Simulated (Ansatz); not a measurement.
**In: single point with PBE**

Slab: In, a slab with vacuum.

```
In
1.0
     3.33548    0.00000    0.00000
    -1.66774    2.88861    0.00000
     0.00000    0.00000   20.50914
In
3
Direct
  0.33333 0.66667 0.36569
  0.66667 0.33333 0.50000
  0.33333 0.66667 0.63431
```

| Property | Result |
| --- | --- |
| Program | Ansatz 0.2.0 |
| Task | single point |
| Functional | PBE |
| Potentials or basis | all-electron LAPW, scalar-relativistic |
| Cutoff | 154 eV (chosen from the basis error) |
| Basis error allowed | 0.002 eV/atom |
| k mesh | 9 × 9 × 1 |
| Occupations | fermi-dirac, width 0.05 eV |
| Spin | no spin polarisation |

- Largest force: 0.060 eV/Å
- Band gap on the k mesh: none (metal or under the smearing width)
- Work function: 3.87 eV

Forces in eV/Å, atoms in the order of the input:
```
In   0.000  0.000 -0.060
In   0.000  0.000  0.000
In   0.000  0.000  0.060
```

Stress tensor (GPa, compression positive):
```
-0.30  0.00  0.00
 0.00 -0.30  0.00
 0.00  0.00  0.27
```

Levels at points of the mesh, in eV from the Fermi level:
```tsv
k point	band 28	band 29	band 30	band 31	band 32	band 33	band 34	band 35
(0.00, 0.00, 0.00)	-9.02	-7.66	-5.70	-2.17	0.75	3.12	3.65	5.15
```

Run time: 4.9 s on 4 threads of Arm Neoverse V1, with other jobs on the host, peak memory 0.38 GiB.
